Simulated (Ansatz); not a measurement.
## Molecular dynamics of Si

Input:

```yaml
crystal:
  lattice:
    - [0.0, 5.381, 5.381]
    - [5.381, 0.0, 5.381]
    - [5.381, 5.381, 0.0]
  atoms:
    - { symbol: Si, position: [0.0, 0.0, 0.0] }
    - { symbol: Si, position: [0.125, 0.125, 0.125] }
    - { symbol: Si, position: [0.0, 0.0, 0.5] }
    - { symbol: Si, position: [0.125, 0.125, 0.625] }
    - { symbol: Si, position: [0.0, 0.5, 0.0] }
    - { symbol: Si, position: [0.125, 0.625, 0.125] }
    - { symbol: Si, position: [0.0, 0.5, 0.5] }
    - { symbol: Si, position: [0.125, 0.625, 0.625] }
    - { symbol: Si, position: [0.5, 0.0, 0.0] }
    - { symbol: Si, position: [0.625, 0.125, 0.125] }
    - { symbol: Si, position: [0.5, 0.0, 0.5] }
    - { symbol: Si, position: [0.625, 0.125, 0.625] }
    - { symbol: Si, position: [0.5, 0.5, 0.0] }
    - { symbol: Si, position: [0.625, 0.625, 0.125] }
    - { symbol: Si, position: [0.5, 0.5, 0.5] }
    - { symbol: Si, position: [0.625, 0.625, 0.625] }
basis:
  ecutwfc: 420.0
kpoints:
  mp_grid: { grid: [2, 2, 2] }
hamiltonian:
  xc: pbe
scf:
  occupations: { method: fermi_dirac, width: 0.24 }
  lower_state_search: "off"
md:
  timestep: 1.5
  n_steps: 120
  ensemble: nvt_langevin
  temperature: 2800.0
  initial_velocities: maxwell_boltzmann
  seed: 229881
  friction: 0.02
```

Command:

```bash
$ ansatz run input.yaml --threads 1 --pin off --max-ram 3072MiB --backend cpu --events-out ev --progress --plain --runs-dir out
```

It starts from a structure without forces on its atoms.

Output, in part (step lines):

```
md step     0: t =     0.00 fs  T =  2625.0 K  F+E_penalty+E_count = -10171.34455067 eV  E_kin = 5.428920 eV  (7 SCF iters)
md step     1: t =     1.50 fs  T =  2534.6 K  F+E_penalty+E_count = -10171.27276245 eV  E_kin = 5.241907 eV  (7 SCF iters)
md step     2: t =     3.00 fs  T =  2243.4 K  F+E_penalty+E_count = -10171.07165020 eV  E_kin = 4.639703 eV  (7 SCF iters)
md step     3: t =     4.50 fs  T =  2005.3 K  F+E_penalty+E_count = -10170.76818463 eV  E_kin = 4.147253 eV  (7 SCF iters)
md step     4: t =     6.00 fs  T =  2003.5 K  F+E_penalty+E_count = -10170.36249123 eV  E_kin = 4.143537 eV  (7 SCF iters)
md step     5: t =     7.50 fs  T =  1943.7 K  F+E_penalty+E_count = -10169.86068471 eV  E_kin = 4.019844 eV  (5 SCF iters)
md step     6: t =     9.00 fs  T =  1944.8 K  F+E_penalty+E_count = -10169.32904439 eV  E_kin = 4.022187 eV  (6 SCF iters)
md step     7: t =    10.50 fs  T =  1699.0 K  F+E_penalty+E_count = -10168.85947524 eV  E_kin = 3.513746 eV  (6 SCF iters)
[... lines left out ...]
md step   119: t =   178.50 fs  T =  2263.7 K  F+E_penalty+E_count = -10163.71996357 eV  E_kin = 4.681793 eV  (5 SCF iters)
md step   120: t =   180.00 fs  T =  2261.8 K  F+E_penalty+E_count = -10163.79829051 eV  E_kin = 4.677803 eV  (7 SCF iters)
```

The steps, from the saved trajectory:

```json
{"time (fs)": "0.0", "T (K)": "2625", "potential energy less start (eV)": "0.000"}
{"time (fs)": "6.0", "T (K)": "2003", "potential energy less start (eV)": "0.982"}
{"time (fs)": "12.0", "T (K)": "1601", "potential energy less start (eV)": "2.857"}
{"time (fs)": "18.0", "T (K)": "1884", "potential energy less start (eV)": "3.354"}
{"time (fs)": "24.0", "T (K)": "2185", "potential energy less start (eV)": "3.152"}
{"time (fs)": "30.0", "T (K)": "2634", "potential energy less start (eV)": "3.395"}
{"time (fs)": "36.0", "T (K)": "2402", "potential energy less start (eV)": "3.669"}
{"time (fs)": "42.0", "T (K)": "1971", "potential energy less start (eV)": "3.769"}
{"time (fs)": "48.0", "T (K)": "1936", "potential energy less start (eV)": "3.594"}
{"time (fs)": "54.0", "T (K)": "2007", "potential energy less start (eV)": "3.743"}
{"time (fs)": "60.0", "T (K)": "2099", "potential energy less start (eV)": "4.403"}
{"time (fs)": "66.0", "T (K)": "2391", "potential energy less start (eV)": "5.317"}
{"time (fs)": "72.0", "T (K)": "2085", "potential energy less start (eV)": "6.365"}
{"time (fs)": "78.0", "T (K)": "1880", "potential energy less start (eV)": "6.750"}
{"time (fs)": "84.0", "T (K)": "2632", "potential energy less start (eV)": "5.724"}
{"time (fs)": "90.0", "T (K)": "3911", "potential energy less start (eV)": "4.540"}
{"time (fs)": "96.0", "T (K)": "3559", "potential energy less start (eV)": "5.319"}
{"time (fs)": "102.0", "T (K)": "3182", "potential energy less start (eV)": "7.690"}
{"time (fs)": "108.0", "T (K)": "2732", "potential energy less start (eV)": "8.022"}
{"time (fs)": "114.0", "T (K)": "2826", "potential energy less start (eV)": "6.905"}
{"time (fs)": "120.0", "T (K)": "2866", "potential energy less start (eV)": "6.983"}
{"time (fs)": "126.0", "T (K)": "2791", "potential energy less start (eV)": "7.610"}
{"time (fs)": "132.0", "T (K)": "3215", "potential energy less start (eV)": "7.379"}
{"time (fs)": "138.0", "T (K)": "3032", "potential energy less start (eV)": "7.163"}
{"time (fs)": "144.0", "T (K)": "3009", "potential energy less start (eV)": "6.768"}
{"time (fs)": "150.0", "T (K)": "3087", "potential energy less start (eV)": "6.077"}
{"time (fs)": "156.0", "T (K)": "3269", "potential energy less start (eV)": "6.307"}
{"time (fs)": "162.0", "T (K)": "2150", "potential energy less start (eV)": "7.703"}
{"time (fs)": "168.0", "T (K)": "2018", "potential energy less start (eV)": "8.444"}
{"time (fs)": "174.0", "T (K)": "2403", "potential energy less start (eV)": "7.967"}
{"time (fs)": "180.0", "T (K)": "2262", "potential energy less start (eV)": "7.546"}
```

All steps were run. A run of 0.18 ps of so small a system gives no equilibrium averages. Limits of this set-up: coarse k mesh.

Mean squared displacements from the first frame to the last, about the centre of mass: Si 0.49 Å².

Last frame:

```xyz
16
Lattice="0.0000 5.3810 5.3810 5.3810 0.0000 5.3810 5.3810 5.3810 0.0000" Properties=species:S:1:pos:R:3
Si 0.058 -0.224 0.431
Si 0.791 1.836 1.330
Si 2.753 2.577 0.146
Si 4.226 3.906 1.505
Si 1.820 0.310 2.691
Si 4.550 0.705 3.704
Si 6.169 3.225 2.222
Si 6.362 3.973 4.323
Si -0.957 2.855 2.831
Si 0.927 4.343 3.896
Si 2.337 5.386 2.402
Si 3.564 6.444 4.200
Si 2.130 2.420 4.452
Si 2.872 3.792 6.811
Si 4.574 5.139 5.593
Si 6.180 6.724 6.036
```

Run time: 11 min on 1 thread of Arm Neoverse V1, on a shared host, peak memory 0.62 GiB.
